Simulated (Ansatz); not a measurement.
## CsH: the gap under strain

CsH, Fm-3m, a = 6.102 Å. Ansatz: LDA, PAW, 420 eV, Γ-centred 6×6×6 mesh on 4 atoms, Gaussian smearing 0.02 eV; no spin polarisation. Series: equal strain along all axes, cell held, atoms fixed by symmetry; x is the strain in per cent. The gap is sought over the whole zone.

| x (%) | gap y (eV) |
| --- | --- |
| -6.0 | ? |
| -4.0 | 1.518 |
| -2.0 | 1.643 |
| 0.0 | 1.755 |
| 2.0 | 1.852 |
| 4.0 | 1.935 |
| 6.0 | 2.005 |

**Question.** Fit y = E0 + c1 x + c2 x² to the other rows, give the deformation potential for this strain, and predict the missing gap.

**Answer.** Least squares on the rows shown. y = 1.7546 + 0.052177 x − 0.0017455 x². The deformation potential is 100 c1 = 5.22 eV per unit strain of each axis, or a third of that, 1.74 eV, as the usual dE_g/d ln V. At x = -6.0 the fit asked for gives 1.379 eV. The run gave 1.380 eV, so the fit is 0.001 eV too low, a small miss on the scale of the series.

Spin-orbit coupling is left out, which matters for the bands of heavy elements. Semilocal functionals give gaps under the measured ones; changes of the gap mostly carry over better.